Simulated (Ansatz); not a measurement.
Input of an Ansatz 0.2.0 run:

Contents of input.yaml:

```yaml
crystal:
  lattice:
    - [2.34185, -1.7113, 0.0]
    - [2.34185, 1.7113, 0.0]
    - [-0.8500274268, 0.0, 5.0578693947]
  atoms:
    - { symbol: Cu, position: [0.5, 0.0, 0.5] }
    - { symbol: Cu, position: [0.0, 0.5, 0.0] }
    - { symbol: O, position: [0.4184, 0.5816, 0.75] }
    - { symbol: O, position: [0.5816, 0.4184, 0.25] }
hamiltonian:
  xc: r2scan
  pseudopotentials: { kind: paw }
kpoints:
  mp_grid: { grid: [10, 10, 5] }
scf:
  occupations: { method: fermi_dirac, width: 0.05 }
output:
  forces: true
  stress: true
  eigenvalues: true
  write_density: true
  write_potential: true
  elf: true
  volumetric_format: npy
relax:
  f_tol: 0.01
  max_steps: 40
  cell: { stress_tol: 0.05 }
```

Potentials or basis: Ansatz PAW.

The run is started by

```bash
$ ansatz run input.yaml --threads 2 --pin off --max-ram 5632MiB --backend cpu --events-out ev --progress --plain --runs-dir out
```

**Question.** Predict the space group after relaxing (to 0.05 Å).

**Answer.** P4_2/mmc (No. 131).

**Question.** Predict the relaxed volume.

**Answer.** 10.73 Å³/atom.

**Question.** Predict the band gap on the k mesh.

**Answer.** None (metal or under the smearing width).

**Question.** Estimate the relaxed cell.

**Answer.** a = 2.894 Å, b = 2.894 Å, c = 5.124 Å, α = 90.01°, β = 90.01°, γ = 89.84°.

Final structure:
```
Cu O
1.0
     2.04345   -2.04380    0.15903
     2.04345    2.04380    0.15903
    -0.39825    0.00000    5.10826
Cu O
2 2
Cartesian
  0.8226 -1.0219 2.6336
  1.0217 1.0219 0.0795
  1.7448 -0.0001 3.9902
  1.9439 0.0001 1.4361
```

Caveat: the run has no spin polarisation, though such a crystal can be magnetic; semilocal functionals often make such compounds metallic where correlation or magnetic order opens a gap, which also shifts bond lengths; the PAW data sets come from PBE, with cores solved anew for the run's functional, which leaves a small shift of forces and pressure. With open d or f shells a metallic result of r2SCAN can be an artefact of self-interaction; +U or a hybrid may open a gap.
